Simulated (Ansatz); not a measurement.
Crystal: In2O3.

```
In O
1.0
     2.74350    1.58396    4.83667
    -2.74350    1.58396    4.83667
     0.00000   -3.16792    4.83667
In O
4 6
Direct
  0.85731 0.85731 0.85731
  0.64269 0.64269 0.64269
  0.14269 0.14269 0.14269
  0.35731 0.35731 0.35731
  0.04800 0.75000 0.45200
  0.75000 0.45200 0.04800
  0.45200 0.04800 0.75000
  0.95200 0.25000 0.54800
  0.25000 0.54800 0.95200
  0.54800 0.95200 0.25000
```

```yaml
Program: Ansatz 0.2.0
Task: relaxation of cell and atoms
Functional: PBE
Dispersion: D3(BJ)-ATM
Potentials_or_basis: Ansatz PAW
Cutoff: "420 eV (not typed: the program's choice for these potentials)"
k_mesh: 6 × 6 × 6
Occupations: fermi-dirac, width 0.05 eV
Spin: no spin polarisation
```

At the start: volume 12.61 Å³/atom.

**Question.** Where does the relaxation end?

**Answer.** It ends after 8 steps and the volume is 13.03 Å³/atom (+3.4 %); space group R-3c (No. 167, to 0.05 Å).

Step by step:
```
step  energy change (eV)  largest force (eV/Å)  volume (Å³)
   1              0.0000                0.1197       126.11
   2             -0.0569                0.0688       130.45
   3             -0.0589                0.0347       130.17
   4             -0.0595                0.0163       130.13
   5             -0.0595                0.0075       130.14
   6             -0.0800                0.0089       130.14
   7             -0.0793                0.0006       130.34
   8             -0.0800                0.0006       130.34
```

Final structure:
```
In O
1.0
     2.77669    1.60312    4.88017
    -2.77669    1.60312    4.88017
     0.00000   -3.20625    4.88017
In O
4 6
Direct
  0.85759 0.85759 0.85759
  0.64241 0.64241 0.64241
  0.14241 0.14241 0.14241
  0.35759 0.35759 0.35759
  0.04641 0.75000 0.45359
  0.75000 0.45359 0.04641
  0.45359 0.04641 0.75000
  0.95359 0.25000 0.54641
  0.25000 0.54641 0.95359
  0.54641 0.95359 0.25000
```

Caveat: the plane-wave basis is chosen anew once the cell has moved, so the energies of steps on either side of that aren't comparable; the pressure holds a Pulay correction of +0.7 GPa for the finite cutoff.
